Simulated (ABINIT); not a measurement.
BN: changing the choice of potentials or basis

It takes space group P6_3mc (No. 186, hexagonal). Conventional cell: a = 2.554 Å, b = 2.554 Å, c = 4.227 Å, α = 90.00°, β = 90.00°, γ = 120.00°. N (site symmetry 3m) has 4 B at 1.57 to 1.58 Å as nearest neighbours. B (site symmetry 3m) has 4 N at 1.57 to 1.58 Å as nearest neighbours.

Measurements of this composition are mostly on another form, of space group No. 194.

Kept alike: task band structure; functional PBE; k mesh 12 × 12 × 6; occupations fermi-dirac, width 0.05 eV; no spin polarisation. Program: ABINIT. Cutoffs run from 707 to 1252 eV. The mesh is that of the run's cell of 4 atoms. No spin-orbit coupling.

| choice of potentials or basis | band gap (eV) | pressure (GPa) |
| --- | --- | --- |
| Ansatz NC PBE | 5.201 | 0.11 |
| JTH PAW PBE v2.0 | 5.190 | -0.11 |
| PseudoDojo NC SR PBE v0.4 stringent | 5.272 | -0.38 |
| PseudoDojo NC SR PBE v0.4.1 standard | 5.272 | -0.38 |
| PseudoDojo NC SR PBE v0.5 standard | 5.272 | -0.38 |
| PseudoDojo NC SR PBE v0.5 stringent | 5.272 | -0.38 |
| SG15 NC PBE v1.2 | 5.269 | -1.28 |
| SPMS NC PBE v1.0 | 5.271 | -2.13 |

Pressure is positive in compression; the values hold the error of the finite cutoff, so their zero can differ a little from the energy's minimum. Gaps are the smaller of the mesh's and the band path's.

The band gap runs from 5.190 (JTH PAW PBE v2.0) to 5.272 eV (PseudoDojo NC SR PBE v0.4 stringent; PseudoDojo NC SR PBE v0.4.1 standard; PseudoDojo NC SR PBE v0.5 standard; PseudoDojo NC SR PBE v0.5 stringent). The pressure runs from -2.13 (SPMS NC PBE v1.0) to 0.11 GPa (Ansatz NC PBE).
